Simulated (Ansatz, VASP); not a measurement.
Two plane-wave programs on Re

```
Re
1.0
     1.97370   -4.30522    0.00000
     1.97370    4.30522    0.00000
     0.00000    0.00000    4.00043
Re
4
Direct
  0.14304 0.85696 0.04459
  0.64304 0.35696 0.45541
  0.85696 0.14304 0.95541
  0.35696 0.64304 0.54459
```

Alike in both runs: functional PBE; k mesh 14 × 14 × 12; occupations gaussian, width 0.1 eV; no spin polarisation.

Ansatz relaxed the structure, and its values are those at the end. VASP's run is a single point on that final structure, the one shown.

|  | VASP | Ansatz |
| --- | --- | --- |
| version | VASP 6.6.1 | Ansatz 0.2.0 |
| potentials or method | VASP PAW PBE potentials, release 64 (Re) | scalar-relativistic, plane waves, PAW |
| plane-wave cutoff (eV) | 520 | 420 |
| valence electrons in the cell | 28 | 60 |

Ansatz gave:

| Item | Value |
| --- | --- |
| gap on the k mesh at the Fermi level (eV) | none |
| pressure (GPa) | 0.0 |
| rms of the force components (eV/Å) | 0.003 |

**Question.** Which values does VASP return?

**Answer.** gap on the k mesh at the Fermi level (eV): none; pressure (GPa): -1.0; rms of the force components (eV/Å): 0.070.

A gap of «none» marks a metal or a gap that the smearing closes. The two sets of potentials don't hold the same shells in valence.

Spin-orbit coupling is left out, which matters for the levels of Re.
